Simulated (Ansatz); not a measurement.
ZrO$_{2}$ in space group P2_1/c (No. 14; Zr on 4e, O on 4e, O on 4e) is relaxed with PBEsol in the plane-wave PAW code Ansatz. What lattice parameters of the conventional cell result?

a = 5.128 Å, b = 5.211 Å, c = 5.296 Å, β = 99.6°.

Give the free coordinates with the occupied sites.

In one choice of origin and axes:

```json
[
 {"atom": "Zr", "site": "4e", "symmetry": "1", "x": "0.2772", "y": "0.0432", "z": "0.2094"},
 {"atom": "O", "site": "4e", "symmetry": "1", "x": "0.0700", "y": "0.3365", "z": "0.3413"},
 {"atom": "O", "site": "4e", "symmetry": "1", "x": "0.5514", "y": "0.2577", "z": "0.0204"}
]
```

Is it a metal or does it have a gap at this level?

A gap of 3.59 eV, indirect.

The cell was relaxed with PBEsol under the symmetry of its start. No spin polarisation was allowed. Spin–orbit coupling is left out wherever it is not named.

Potentials: the later of the program's two PAW sets.
